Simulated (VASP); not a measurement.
**AlN: single point with LDA**

Crystal: AlN.

```
CELL_PARAMETERS angstrom
3.31212 0.00000 0.00000
-1.65606 2.86838 0.00000
0.00000 0.00000 4.18756
ATOMIC_POSITIONS crystal
Al 0.33333 0.66667 0.75000
Al 0.66667 0.33333 0.25000
N 0.33333 0.66667 0.25000
N 0.66667 0.33333 0.75000
```

Measurements of this composition are mostly on another form, of space group No. 186.

```yaml
Program: VASP 6.6.1
Task: single point
Functional: LDA
Potentials_or_basis: VASP PAW LDA potentials, release 64 (Al, N)
Cutoff: 520 eV
k_mesh: 9 × 9 × 6
Occupations: gaussian, width 0.05 eV
Spin: no spin polarisation
Dipole_correction: no
Further_INCAR_settings: ALGO = Normal; EDIFF = 1e-06; NBANDS = 16
```

```yaml
Pressure: -8.2 GPa
Band_gap_on_the_k_mesh: 3.28 eV, direct
```

Stress tensor (GPa, compression positive):
```
-8.07  0.00  0.00
 0.00 -8.07  0.00
 0.00  0.00 -8.56
```

Levels at points of the mesh, in eV from the valence-band top:
```csv
k point,band 6,band 7,band 8,band 9,band 10,band 11
"(0.00, 0.00, 0.00)",-1.61,-1.61,0.00,3.28,4.24,8.04
"(0.00, 0.00, 0.50)",-2.48,-2.48,-2.48,5.57,5.57,8.25
```

Wall time 47 s on 1 thread of AMD EPYC 7571, with other jobs on the host, peak memory 0.12 GiB.

Caveat: an odd mesh through Γ misses points on the zone boundary, where band edges often lie. Expect the measured gap to be larger: semilocal functionals such as LDA lack the derivative discontinuity.
